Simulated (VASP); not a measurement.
# SnSe2 (P-3m1) in VASP: notebook

One crystal, SnSe2, is run at these levels: PBEsol, PBE; tasks: equation of state.

Everything below comes from runs of VASP 6.6.1. Logs are shortened: lines on timing, memory, paths and dates and some standing lists are left out, and cuts for length are marked.

### 1 The crystal as given

It takes space group P-3m1 (No. 164, trigonal). Conventional cell: a = 3.811 Å, b = 3.811 Å, c = 6.136 Å, α = 90.00°, β = 90.00°, γ = 120.00°. Around Sn (site symmetry -3m) lie 6 Se at 2.68 Å. Around Se (site symmetry 3m) lie 3 Sn at 2.68 Å.

### 2 Equation of state, PBEsol, 24.18 Å³/atom (volume scaled by 0.94)

Input file INCAR:

```
ALGO     = Normal         # electronic algorithm
EDIFF    = 1E-7           # SCF threshold, eV
ENCUT    = 520            # plane-wave cutoff, eV
GGA      = PS             # functional
ISIF     = 2              # what is computed and relaxed
ISMEAR   = -1             # smearing method
LASPH    = True           # aspherical terms in the spheres
LCHARG   = False          # write CHGCAR
LREAL    = False          # projectors in reciprocal space
LWAVE    = False          # write WAVECAR
NBANDS   = 20             # bands
NELM     = 100            # most SCF steps
PREC     = Accurate       # precision mode
SIGMA    = 0.05           # smearing width, eV
```

Input file KPOINTS:

```
k-points
0
Gamma
  8 8 5
```

Input file POSCAR:

```
SnSe2
1.0
    3.7332026603      0.0000000000      0.0000000000
   -1.8666013302      3.2330483413      0.0000000000
    0.0000000000      0.0000000000      6.0107403631
Sn Se
1 2
Direct
    0.0000000000      0.0000000000      0.0000000000
    0.6666666667      0.3333333333      0.7510000000
    0.3333333333      0.6666666667      0.2490000000
```

Potentials or basis: VASP PAW PBE potentials, release 64 (Sn_d, Se).

Launch:

```console
> cat potpaw_PBE.64/Sn_d/POTCAR potpaw_PBE.64/Se/POTCAR > POTCAR
> mpirun -np 1 vasp_std > vasp.out
```

OUTCAR:

```text
EDIFF = 1E-7
   ENCUT = 520
   GGA = PS
   ISIF = 2
   ISMEAR = -1
   LASPH = True
   LREAL = False
   NELM = 100
   PREC = Accurate

 Found     40 irreducible k-points:

 Following reciprocal coordinates:
            Coordinates               Weight
  0.000000  0.000000  0.000000      1.000000
  0.125000  0.000000  0.000000      6.000000
  0.250000  0.000000  0.000000      6.000000
  0.375000  0.000000  0.000000      6.000000
  0.500000  0.000000  0.000000      3.000000
  0.125000  0.125000  0.000000      6.000000
   k-points           NKPTS =     40   k-points in BZ     NKDIM =     40   number of bands    NBANDS=     20
   number of dos      NEDOS =    301   number of ions     NIONS =      3
   total plane-waves  NPLWV =  37632
   dimension x,y,z NGX =    28 NGY =   28 NGZ =   48
   dimension x,y,z NGXF=    56 NGYF=   56 NGZF=   96
   ions per type =               1   2
   NGX,Y,Z   is equivalent  to a cutoff of  12.47, 12.47, 13.28 a.u.
   NGXF,Y,Z  is equivalent  to a cutoff of  24.94, 24.94, 26.55 a.u.
 SYSTEM =  unknown system
   PREC   = accura    normal or accurate (medium, high low for compatibility)
   ISTART =      0    job   : 0-new  1-cont  2-samecut
   ICHARG =      2    charge: 1-file 2-atom 10-const
   ISPIN  =      1    spin polarized calculation?
   LNONCOLLINEAR =      F non collinear calculations
   LSORBIT =      F    spin-orbit coupling
   LASPH  =      T    aspherical Exc in radial PAW
   ENCUT  =  520.0 eV  38.22 Ry    6.18 a.u.   6.94  6.94 11.18*2*pi/ulx,y,z
   NELM   =    100;   NELMIN=  2; NELMDL= -5     # of ELM steps
   EDIFF  = 0.1E-06   stopping-criterion for ELM
   LREAL  =      F    real-space projection
   EDIFFG = 0.1E-05   stopping-criterion for IOM
   NSW    =      0    number of steps for IOM
   IBRION =     -1    ionic relax: 0-MD 1-quasi-New 2-CG
   NFREE  =      0    steps in history (QN), initial steepest desc. (CG)
   ISIF   =      2    stress and relaxation
   ISYM   =      2    0-nonsym 1-usesym 2-fastsym
   POTIM  = 0.5000    time-step for ionic-motion
   TEBEG  =    0.0;   TEEND  =   0.0 temperature during run
   PSTRESS=    0.0 pullay stress
   NELECT =      26.0000    total number of electrons
   NUPDOWN=      -1.0000    fix difference up-down
   EMIN   =  10.00;   EMAX   =-10.00  energy-range for DOS
   EFERMI =   0.00;   METHOD = LEGACY
   ISMEAR =    -1;   SIGMA  =   0.05  broadening in eV -4-tet -1-fermi 0-gaus
   EFERMI_NEDOS =   21; number of points for ismear=-14 and -15
   IALGO  =     38    algorithm
   IMIX   =      4    mixing-type and parameters
     AMIX     =   0.40;   BMIX     =  1.00
     AMIX_MAG =   1.60;   BMIX_MAG =  1.00
  volume/ion in A,a.u.               =      24.18       163.19
  Fermi-wavevector in a.u.,A,eV,Ry     =   1.162854  2.197476 18.398213  1.352231
  Thomas-Fermi vector in A             =   2.299411
   LORBIT       =      0    0 simple, 1 ext, 2 COOP (PROOUT), +10 PAW based schemes
   GGA     = PS    functional components
   LHFCALC =     F    Hartree Fock is set to
   AEXX    =    0.0000 exact exchange contribution
   IVDW    =     0    specifies the selected vdW correction
   LEPSILON=     F    determine dielectric tensor
   LRPA    =     F    only Hartree local field effects (RPA)
 non-spin polarized calculation
  energy-cutoff  :      520.00
  volume of cell :       72.55
 maximum number of plane-waves:      1966
   NGX = 13   NGY = 13   NGZ = 23

 number of electron      25.9999991 magnetization

 Free energy of the ion-electron system (eV)
  ---------------------------------------------------
  ext. energy  EPLUGINS =         0.00000000
  ---------------------------------------------------
  free energy    TOTEN  =       -12.79141642 eV

  energy without entropy =      -12.79139772  energy(sigma->0) =      -12.79140707

 E-fermi :   5.1715     XC(G=0):  -9.9203

 val. band max:        4.7653760650   @ k =   0.0000   0.0000   0.0000
 cond. band min:       5.5684605199   @ k =   0.5000   0.0000   0.4000
 fundamental gap:      0.8030844548
 Fermi energy:         5.1714796163

 k-point     1 :       0.0000    0.0000    0.0000
  band No.  band energies     occupation
      1     -16.5217      2.00000
      2     -16.5217      2.00000
      3     -16.4690      2.00000
      4     -16.4485      2.00000
      5     -16.4485      2.00000
      6      -9.7782      2.00000
[... 12 lines left out ...]
     19      13.6955      0.00000
     20      13.6955      0.00000

 k-point     2 :       0.1250    0.0000    0.0000
  band No.  band energies     occupation
      1     -16.5326      2.00000
      2     -16.5149      2.00000
      3     -16.4633      2.00000
      4     -16.4527      2.00000
      5     -16.4468      2.00000
      6      -9.6055      2.00000
[... 12 lines left out ...]
     19      13.1570      0.00000
     20      13.8506      0.00000

 k-point     3 :       0.2500    0.0000    0.0000
  band No.  band energies     occupation
      1     -16.5618      2.00000
      2     -16.5029      2.00000
      3     -16.4662      2.00000
      4     -16.4436      2.00000
      5     -16.4385      2.00000
      6      -9.1087      2.00000
[... 12 lines left out ...]
     19      12.8488      0.00000
     20      14.3416      0.00000

 k-point     4 :       0.3750    0.0000    0.0000
  band No.  band energies     occupation
      1     -16.5924      2.00000
      2     -16.4970      2.00000
      3     -16.4755      2.00000
      4     -16.4266      2.00000
      5     -16.4237      2.00000
      6      -8.3904      2.00000
[... 12 lines left out ...]
     19      14.1934      0.00000
     20      14.8202      0.00000

 k-point     5 :       0.5000    0.0000    0.0000
  band No.  band energies     occupation
      1     -16.6052      2.00000
      2     -16.4961      2.00000
      3     -16.4792      2.00000
      4     -16.4194      2.00000
      5     -16.4161      2.00000
      6      -7.8812      2.00000
[... 12 lines left out ...]
     19      14.9216      0.00000
     20      15.4329      0.00000

 k-point     6 :       0.1250    0.1250    0.0000
  band No.  band energies     occupation
      1     -16.5494      2.00000
      2     -16.5096      2.00000
      3     -16.4588      2.00000
      4     -16.4552      2.00000
      5     -16.4393      2.00000
      6      -9.2696      2.00000
[... 12 lines left out ...]
     19      12.1688      0.00000
     20      14.2953      0.00000

 [... further k-points ...]

------------------------ aborting loop because EDIFF is reached ----------------------------------------

  FORCE on cell =-STRESS in cart. coord.  units (eV):
  Direction    XX          YY          ZZ          XY          YZ          ZX
  --------------------------------------------------------------------------------------
  -------------------------------------------------------------------------------------
  Total        3.4238146      3.4238146      4.1808881     -0.0000000     -0.0000000     -0.0000000
  in kB       75.6134558     75.6134558     92.3330944     -0.0000000     -0.0000000     -0.0000000
  external PRESSURE =      81.1866687 kB  Pullay stress =       0.0000000 kB

 VOLUME and BASIS-vectors are now :
 -----------------------------------------------------------------------------
  energy-cutoff  :      520.00
  volume of cell :       72.55
      direct lattice vectors                 reciprocal lattice vectors
     3.733202660  0.000000000  0.000000000     0.267866519  0.154652807  0.000000000
    -1.866601330  3.233048341  0.000000000     0.000000000  0.309305613  0.000000000
     0.000000000  0.000000000  6.010740363     0.000000000  0.000000000  0.166368856

 POSITION                                       TOTAL-FORCE (eV/Angst)
 -----------------------------------------------------------------------------------
      0.00000      0.00000      0.00000        -0.000000      0.000000      0.000000
      1.86660      1.07768      4.51407         0.000000     -0.000000     -1.301118
     -0.00000      2.15537      1.49667         0.000000      0.000000      1.301118
 -----------------------------------------------------------------------------------
    total drift:                                0.000000      0.000000     -0.000000

  FREE ENERGIE OF THE ION-ELECTRON SYSTEM (eV)
  ---------------------------------------------------
  free  energy   TOTEN  =       -12.7914164196 eV

  energy  without entropy=      -12.7913977235  energy(sigma->0) =      -12.79140707
```

OSZICAR:

```text
N       E                     dE             d eps       ncg     rms          rms(c)
DAV:   1     0.210847297260E+03    0.21085E+03   -0.12217E+04  1648   0.149E+03
DAV:   2     0.110352951924E+02   -0.19981E+03   -0.19182E+03  1712   0.407E+02
DAV:   3    -0.122841750844E+02   -0.23319E+02   -0.22863E+02  1948   0.116E+02
DAV:   4    -0.130715991809E+02   -0.78742E+00   -0.78624E+00  1920   0.222E+01
DAV:   5    -0.130900726665E+02   -0.18473E-01   -0.18472E-01  2172   0.358E+00    0.574E+00
DAV:   6    -0.128313666471E+02    0.25871E+00   -0.41809E-01  2448   0.786E+00    0.363E+00
DAV:   7    -0.127937101108E+02    0.37657E-01   -0.17566E-01  2080   0.313E+00    0.869E-01
DAV:   8    -0.127913705556E+02    0.23396E-02   -0.14703E-02  2200   0.133E+00    0.295E-01
DAV:   9    -0.127914054908E+02   -0.34935E-04   -0.13993E-03  1816   0.255E-01    0.818E-02
DAV:  10    -0.127914031044E+02    0.23864E-05   -0.91323E-05  2156   0.723E-02    0.280E-02
DAV:  11    -0.127914154939E+02   -0.12389E-04   -0.18077E-05  1788   0.238E-02    0.448E-03
DAV:  12    -0.127914162209E+02   -0.72705E-06   -0.85233E-07  2112   0.667E-03    0.442E-03
DAV:  13    -0.127914163996E+02   -0.17864E-06   -0.67767E-07  1808   0.562E-03    0.149E-03
DAV:  14    -0.127914164196E+02   -0.20041E-07   -0.23548E-08  1212   0.104E-03
   1 F= -.12791416E+02 E0= -.12791407E+02  d E =-.186961E-04
```

It took 34 s on 1 thread of Intel Xeon Platinum 8559C (Emerald Rapids), shared host; peak memory 0.21 GiB.

What came out:

```yaml
Free_energy: -12.7914 eV
Pressure: 8.1 GPa
Largest_force: 1.301 eV/Å
Band_gap_on_the_k_mesh: 0.80 eV, indirect (least direct gap 1.28 eV)
```

Caveat: the PAW data sets were made with another functional, which shifts forces and pressure a little; spin-orbit coupling is left out, which moves the levels of the heavy elements; an odd mesh through Γ misses points on the zone boundary, where band edges often lie; this functional lacks dispersion, which binds the layers, so the pressure and a relaxed spacing across them are unreliable.

### 3 Equation of state, PBEsol, 24.70 Å³/atom (volume scaled by 0.96)

INCAR is that of step 2.

KPOINTS is that of step 2.

Input file POSCAR:

```
SnSe2
1.0
    3.7594936861      0.0000000000      0.0000000000
   -1.8797468431      3.2558170375      0.0000000000
    0.0000000000      0.0000000000      6.0530709152
Sn Se
1 2
Direct
    0.0000000000      0.0000000000      0.0000000000
    0.6666666667      0.3333333333      0.7510000000
    0.3333333333      0.6666666667      0.2490000000
```

Potentials or basis: VASP PAW PBE potentials, release 64 (Sn_d, Se).

Launch:

```console
> cat potpaw_PBE.64/Sn_d/POTCAR potpaw_PBE.64/Se/POTCAR > POTCAR
> mpirun -np 1 vasp_std > vasp.out
```

Wall time 32 s (1 thread of Intel Xeon Platinum 8559C (Emerald Rapids), shared host); peak memory 0.21 GiB.

It converged, with:

- Free energy: -12.8599 eV
- Pressure: 6.1 GPa
- Largest force: 1.056 eV/Å
- Band gap on the k mesh: 0.78 eV, indirect (least direct gap 1.18 eV)

Caveat: the PAW data sets were made with another functional, which shifts forces and pressure a little; spin-orbit coupling is left out, which moves the levels of the heavy elements; an odd mesh through Γ misses points on the zone boundary, where band edges often lie; this functional lacks dispersion, which binds the layers, so the pressure and a relaxed spacing across them are unreliable.

### 4 Equation of state, PBEsol, 25.21 Å³/atom (volume scaled by 0.98)

INCAR is that of step 3.

KPOINTS is that of step 3.

Input file POSCAR:

```
SnSe2
1.0
    3.7854220481      0.0000000000      0.0000000000
   -1.8927110241      3.2782716577      0.0000000000
    0.0000000000      0.0000000000      6.0948175511
Sn Se
1 2
Direct
    0.0000000000      0.0000000000      0.0000000000
    0.6666666667      0.3333333333      0.7510000000
    0.3333333333      0.6666666667      0.2490000000
```

Launch:

```console
> cat potpaw_PBE.64/Sn_d/POTCAR potpaw_PBE.64/Se/POTCAR > POTCAR
> mpirun -np 1 vasp_std > vasp.out
```

Wall time 32 s (1 thread of Intel Xeon Platinum 8559C (Emerald Rapids), shared host); peak memory 0.22 GiB.

It converged, with:

```yaml
Free_energy: -12.9099 eV
Pressure: 4.3 GPa
Largest_force: 0.830 eV/Å
Band_gap_on_the_k_mesh: 0.76 eV, indirect (least direct gap 1.08 eV)
```

Caveat: the PAW data sets were made with another functional, which shifts forces and pressure a little; spin-orbit coupling is left out, which moves the levels of the heavy elements; an odd mesh through Γ misses points on the zone boundary, where band edges often lie; this functional lacks dispersion, which binds the layers, so the pressure and a relaxed spacing across them are unreliable.

### 5 Equation of state, PBEsol, 26.24 Å³/atom (volume scaled by 1.02)

INCAR is that of step 4.

KPOINTS is that of step 4.

Input file POSCAR:

```
SnSe2
1.0
    3.8362391461      0.0000000000      0.0000000000
   -1.9181195731      3.3222805555      0.0000000000
    0.0000000000      0.0000000000      6.1766369459
Sn Se
1 2
Direct
    0.0000000000      0.0000000000      0.0000000000
    0.6666666667      0.3333333333      0.7510000000
    0.3333333333      0.6666666667      0.2490000000
```

Launch:

```console
> cat potpaw_PBE.64/Sn_d/POTCAR potpaw_PBE.64/Se/POTCAR > POTCAR
> mpirun -np 1 vasp_std > vasp.out
```

It took 40 s on 1 thread of Intel Xeon Platinum 8559C (Emerald Rapids), shared host; peak memory 0.22 GiB.

It converged, with:

```
Free energy            : -12.9616 eV
Pressure               : 1.2 GPa
Largest force          : 0.430 eV/Å
Band gap on the k mesh : 0.71 eV, indirect (least direct gap 0.92 eV)
```

Caveat: the PAW data sets were made with another functional, which shifts forces and pressure a little; spin-orbit coupling is left out, which moves the levels of the heavy elements; an odd mesh through Γ misses points on the zone boundary, where band edges often lie; this functional lacks dispersion, which binds the layers, so the pressure and a relaxed spacing across them are unreliable.

### 6 Equation of state, PBEsol, 26.76 Å³/atom (volume scaled by 1.04)

INCAR is that of step 5.

KPOINTS is that of step 5.

Input file POSCAR:

```
SnSe2
1.0
    3.8611504880      0.0000000000      0.0000000000
   -1.9305752440      3.3438544104      0.0000000000
    0.0000000000      0.0000000000      6.2167461018
Sn Se
1 2
Direct
    0.0000000000      0.0000000000      0.0000000000
    0.6666666667      0.3333333333      0.7510000000
    0.3333333333      0.6666666667      0.2490000000
```

Potentials or basis: VASP PAW PBE potentials, release 64 (Sn_d, Se).

Launch:

```console
> cat potpaw_PBE.64/Sn_d/POTCAR potpaw_PBE.64/Se/POTCAR > POTCAR
> mpirun -np 1 vasp_std > vasp.out
```

Run time: 38 s. Hardware: 1 thread of Intel Xeon Platinum 8559C (Emerald Rapids), shared host; peak memory 0.22 GiB.

It converged, with:

```
Free energy            : -12.9667 eV
Pressure               : -0.1 GPa
Largest force          : 0.252 eV/Å
Band gap on the k mesh : 0.68 eV, indirect (least direct gap 0.84 eV)
```

Caveat: the PAW data sets were made with another functional, which shifts forces and pressure a little; spin-orbit coupling is left out, which moves the levels of the heavy elements; an odd mesh through Γ misses points on the zone boundary, where band edges often lie; this functional lacks dispersion, which binds the layers, so the pressure and a relaxed spacing across them are unreliable.

### 7 Equation of state, PBEsol, 27.27 Å³/atom (volume scaled by 1.06)

INCAR is that of step 6.

KPOINTS is that of step 6.

Input file POSCAR:

```
SnSe2
1.0
    3.8857444663      0.0000000000      0.0000000000
   -1.9428722331      3.3651534204      0.0000000000
    0.0000000000      0.0000000000      6.2563442784
Sn Se
1 2
Direct
    0.0000000000      0.0000000000      0.0000000000
    0.6666666667      0.3333333333      0.7510000000
    0.3333333333      0.6666666667      0.2490000000
```

Launch:

```console
> cat potpaw_PBE.64/Sn_d/POTCAR potpaw_PBE.64/Se/POTCAR > POTCAR
> mpirun -np 1 vasp_std > vasp.out
```

It took 39 s on 1 thread of Intel Xeon Platinum 8559C (Emerald Rapids), shared host; peak memory 0.22 GiB.

The run converged. Its results:

* Free energy: -12.9599 eV
* Pressure: -1.3 GPa
* Largest force: 0.089 eV/Å
* Band gap on the k mesh: 0.66 eV, indirect (least direct gap 0.77 eV)

Caveat: the PAW data sets were made with another functional, which shifts forces and pressure a little; spin-orbit coupling is left out, which moves the levels of the heavy elements; an odd mesh through Γ misses points on the zone boundary, where band edges often lie; this functional lacks dispersion, which binds the layers, so the pressure and a relaxed spacing across them are unreliable.

### 8 Equation of state, PBEsol

This step only gathers the single runs of the series.

What came out:

* Equilibrium volume: 26.71 Å³/atom
* Bulk modulus at fixed shape and positions: 65 GPa
* Pressure derivative of the bulk modulus: 4.7

Energy against volume, from the lowest point:
| volume (Å³/atom) | energy (meV/atom) |
| --- | --- |
| 24.182 | 58.42 |
| 24.697 | 35.58 |
| 25.212 | 18.94 |
| 25.726 | 7.84 |
| 26.241 | 1.70 |
| 26.755 | 0.00 |
| 27.270 | 2.27 |

Caveat: the cell was scaled at fixed shape and fractional positions, which overstates the stiffness of a crystal with free parameters, most of all of layers and chains; the PAW data sets were made with another functional, which shifts forces and pressure a little; this functional lacks dispersion, which binds the layers, so the pressure and a relaxed spacing across them are unreliable.

### 9 Equation of state, PBE, 24.18 Å³/atom (volume scaled by 0.94)

Input file INCAR:

```
SYSTEM = SnSe2
PREC = Accurate ; ENCUT = 520
EDIFF = 1E-7 ; ISMEAR = -1
SIGMA = 0.05 ; LREAL = .FALSE.
LASPH = .TRUE. ; NELM = 60
ALGO = Normal ; ISIF = 2
LWAVE = .FALSE. ; LCHARG = .FALSE.
GGA = PE ; NBANDS = 20
```

Input file KPOINTS:

```
Automatic mesh
0
G
  8 8 5
  0 0 0
```

Input file POSCAR:

```
SnSe2
1.0
    3.7332026603      0.0000000000      0.0000000000
   -1.8666013302      3.2330483413      0.0000000000
    0.0000000000      0.0000000000      6.0107403631
Sn Se
1 2
Direct
    0.0000000000      0.0000000000      0.0000000000
    0.6666666667      0.3333333333      0.7510000000
    0.3333333333      0.6666666667      0.2490000000
```

Potentials or basis: VASP PAW PBE potentials, release 64 (Sn_d, Se).

Launch:

```console
> cat potpaw_PBE.64/Sn_d/POTCAR potpaw_PBE.64/Se/POTCAR > POTCAR
> mpirun -np 1 vasp_std > vasp.out
```

Wall time 45 s (1 thread of Intel Xeon Platinum 8488C (Sapphire Rapids), shared host); peak memory 0.21 GiB.

It converged, with:

```
Free energy            : -11.5032 eV
Pressure               : 11.5 GPa
Largest force          : 1.493 eV/Å
Band gap on the k mesh : 0.88 eV, indirect (least direct gap 1.39 eV)
```

Caveat: spin-orbit coupling is left out, which moves the levels of the heavy elements; an odd mesh through Γ misses points on the zone boundary, where band edges often lie; this functional lacks dispersion, which binds the layers, so the pressure and a relaxed spacing across them are unreliable; forces of over 1 eV/Å show positions far from the minimum, so gaps and moduli don't describe the material at rest.

(Continued in part 2 of 2.)
